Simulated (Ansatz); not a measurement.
ZnS built on the wurtzite prototype, relaxed with r2SCAN in the plane-wave code Ansatz. It is hexagonal, P6_3mc (No. 186); conventional cell a = 3.805 Å, c = 6.244 Å, 19.58 Å³ an atom. Around Zn lie 4 S at 2.33–2.34 Å; around S lie 4 Zn at 2.33–2.34 Å.

The axes x, y and z are those of this cell:
```
Zn S
1.0
     3.80545    0.00000    0.00000
    -1.90273    3.29562    0.00000
     0.00000    0.00000    6.24399
Zn S
2 2
Direct
  0.33333 0.66667 0.00034
  0.66667 0.33333 0.50034
  0.33333 0.66667 0.37466
  0.66667 0.33333 0.87466
```

Unstrained: With PBE the gap is 2.213 eV and direct, at Γ. With r2SCAN the gap is 2.781 eV and direct, at Γ. With HSE06 the gap is 3.444 eV and direct, at Γ. Meshes: PBE 12×12×4, r2SCAN 12×12×4, HSE06 6×6×4. Strains are changes of length per length, and xy shears are angles. After each strain the atoms were relaxed again with r2SCAN within the symmetry that the strain leaves, so tilts or polar shifts that break it weren't tested; points keep the names that they have in the unstrained zone. Spin-unpolarised throughout; all numbers are computed.

Task: Estimate what isotropic -2.93 % on every length does to the gap.

Result: PBE: the gap goes from 2.213 to 2.622 eV (+0.409 eV); with r2SCAN the top three valence levels at Γ, grouped 2+1 from the top over 85 meV, become 2+1 over 103 meV. r2SCAN: the gap goes from 2.781 to 3.213 eV (+0.432 eV). HSE06: the gap goes from 3.444 to 3.883 eV (+0.439 eV). The r2SCAN energy rises by 41.3 meV an atom.

Task: Estimate what xy shear, engineering strain (angle) -3.46 % does to the gap.

Result: PBE: the gap goes from 2.213 to 2.132 eV (-0.081 eV); with r2SCAN the top three valence levels at Γ, grouped 2+1 from the top over 85 meV, become 1+1+1 over 161 meV. r2SCAN: the gap goes from 2.781 to 2.697 eV (-0.084 eV). HSE06: the gap goes from 3.444 to 3.358 eV (-0.086 eV). The r2SCAN energy rises by 2.5 meV an atom.

The meshes of the hybrids are coarse, so their gaps aren't converged to the digits shown.

The splittings at Γ are without spin-orbit coupling, which regroups them where it is of like size or larger.
